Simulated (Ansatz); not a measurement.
# MnS: the cost of one run

Program: Ansatz 0.2.0. Level of theory: DFT PBE+U (U_eff = 4 eV on Mn d), plane waves, PAW. These are calculated values, not measurements.

1 further run of the same task is left out (it didn't finish). Runs told in other sessions of the task aren't counted.

**1. The system as given**

The structure is hexagonal, space group P6_3mc (No. 186). Conventional cell: a = 3.954 Å, b = 3.954 Å, c = 6.343 Å, α = 90.00°, β = 90.00°, γ = 120.00°. Mn (site symmetry 3m) is surrounded by 4 S at 2.36 to 2.42 Å. S (site symmetry 3m) is surrounded by 4 Mn at 2.36 to 2.42 Å.

Coordinates:

```
Mn S
1.0
     3.95358    0.00000    0.00000
    -1.97679    3.42390    0.00000
     0.00000    0.00000    6.34253
Mn S
2 2
Direct
  0.33333 0.66667 0.99884
  0.66667 0.33333 0.49886
  0.66667 0.33333 0.12615
  0.33333 0.66667 0.62614
```

**2. Ferromagnetic start, free, symmetry kept, no search**

The input, input.yaml:

```yaml
crystal:
  lattice:
    - [3.95357758, 0.0, 0.0]
    - [-1.97678879, 3.42389862, 0.0]
    - [0.0, 0.0, 6.34252991]
  atoms:
    - { symbol: Mn, position: [0.33333333, 0.66666667, 0.99884467], spin: 5.0 }
    - { symbol: Mn, position: [0.66666667, 0.33333333, 0.49886144], spin: 5.0 }
    - { symbol: S, position: [0.66666667, 0.33333333, 0.1261543] }
    - { symbol: S, position: [0.33333333, 0.66666667, 0.6261406] }
basis:
  ecutwfc: 420
  ecutrho_ratio: 4
kpoints:
  mp_grid: { grid: [6, 6, 3] }
hamiltonian:
  xc: pbe
  hubbard:
    sites: [{ site: 0, l: d, u_eff: 4.0 }, { site: 1, l: d, u_eff: 4.0 }]
scf:
  occupations: { method: gaussian, width: 0.05 }
  lower_state_search: "off"
  max_iter: 150
output:
  forces: true
  stress: true
  eigenvalues: true
  populations: true
  hubbard: { sites: [{ site: 0, l: d }, { site: 1, l: d }] }
magnetization:
  spin_polarized: true
```

Launch:

```sh
$ ansatz run input.yaml --threads 2 --pin off --max-ram 3072MiB --backend cpu --events-out ev --progress --plain --runs-dir out
```

Q: Estimate wall time and peak memory on 2 threads of Arm Neoverse N1, shared host.

About 9.3 s, with a peak of 0.37 GiB.
